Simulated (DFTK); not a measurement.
Set up this calculation in DFTK 0.8.2, as the native input.

* Task: equation of state
* Functional: LDA
* Potentials or basis: dojo.nc.sr.lda.v0_4_1.standard.upf (LDA)
* Cutoff: 1116 eV
* k mesh: 7 × 7 × 7
* Occupations: fermi-dirac, width 0.05 eV
* Spin: no spin polarisation
* Valence electrons: C 4, Hf 12
* Volume scales: [0.94, 0.96, 0.98, 1.0, 1.02, 1.04, 1.06]
* SCF tolerance on the density: 1e-06

The structure of HfC lies in POSCAR:

```
HfC
1.0
    0.0000000000      2.3250000000      2.3250000000
    2.3250000000      0.0000000000      2.3250000000
    2.3250000000      2.3250000000      0.0000000000
Hf C
1 1
Direct
    0.5000000000      0.5000000000      0.5000000000
    0.0000000000      0.0000000000      0.0000000000
```

One way to write it, as run:

run.jl

```julia
using DFTK
using PseudoPotentialData
using Unitful, UnitfulAtomic
using LinearAlgebra, Printf
include("save.jl")
disable_threading()

lines     = readlines("POSCAR")
lattice   = austrip(1u"Å") * parse(Float64, lines[2]) * hcat([parse.(Float64, split(l)) for l in lines[3:5]]...)
symbols   = vcat([fill(Symbol(s), parse(Int, n)) for (s, n) in zip(split(lines[6]), split(lines[7]))]...)
positions = [parse.(Float64, split(l)[1:3]) for l in lines[9:8+length(symbols)]]
pseudopotentials = PseudoFamily("dojo.nc.sr.lda.v0_4_1.standard.upf")
elements = Dict(s => ElementPsp(s, pseudopotentials) for s in unique(symbols))
atoms    = [elements[s] for s in symbols]

build_model(lattice, positions; symmetries=true) =
    model_DFT(lattice, atoms, positions;
              functionals=LDA(),
              temperature=austrip(0.05u"eV"),
              smearing=Smearing.FermiDirac(),
              symmetries)
Ecut  = 41.0  # hartree
kgrid = [7, 7, 7]
tol   = 1e-6
to_GPa = ustrip(uconvert(u"GPa", 1u"hartree/bohr^3"))

results["points"] = []
for scale in [0.94, 0.96, 0.98, 1.0, 1.02, 1.04, 1.06]
    println("\n=== scale = ", scale)
    model = build_model(cbrt(scale) * lattice, positions)
    basis = PlaneWaveBasis(model; Ecut, kgrid)
    t0 = time()
    scfres = self_consistent_field(basis;
                                   tol,
                                   nbandsalg=AdaptiveBands(model; n_bands_converge=13))
    seconds = time() - t0
    @printf "SCF: %d iterations, %.1f s\n" scfres.n_iter seconds
    forces = compute_forces_cart(scfres)
    stress = compute_stresses_cart(scfres)
    @printf "V = %.5f Å^3  F = %.8f Ha  max force = %.5f eV/Å  p = %.4f GPa\n" ustrip(auconvert(u"Å^3", model.unit_cell_volume)) scfres.energies.total ustrip(auconvert(u"eV/Å", maximum(norm, forces))) (-tr(stress) / 3 * to_GPa)
    push!(results["points"], save_scf!(scfres; forces, stress, d=Dict{String,Any}("seconds" => seconds, "n_matvec" => get(scfres, :n_matvec, 0))))
end

# third-order Birch-Murnaghan fit in x = V^(-2/3)
V = [0.94, 0.96, 0.98, 1.0, 1.02, 1.04, 1.06] * abs(det(lattice))
E = [p["total"] for p in results["points"]]
x = V .^ (-2 / 3)
c = [x .^ 0 x x .^ 2 x .^ 3] \ E
Δ = c[3]^2 - 3c[2] * c[4]
if Δ > 0
    x0 = (-c[3] + sqrt(Δ)) / 3c[4]
    B0 = 4 / 9 * x0^(7 / 2) * (2c[3] + 6c[4] * x0)
    @printf "V0 = %.4f Å^3  B0 = %.2f GPa\n" ustrip(auconvert(u"Å^3", x0^(-3 / 2))) B0 * to_GPa
end
```

Potentials or basis: dojo.nc.sr.lda.v0_4_1.standard.upf (LDA).

Launch:

```console
$ julia --threads=1 run.jl  # save.jl only writes the numbers to a file and isn't shown; printed stress counts tension as positive; times include loading and compiling
```

It gave:

```json
{
  "Equilibrium volume": "11.87 Å³/atom",
  "Bulk modulus": "267 GPa",
  "Pressure derivative of the bulk modulus": "4.0"
}
```

Wall time 5.1 min on 1 thread of Intel(R) Xeon(R) 6975P-C (Granite Rapids), with other jobs on the host, peak memory 1.5 GiB.
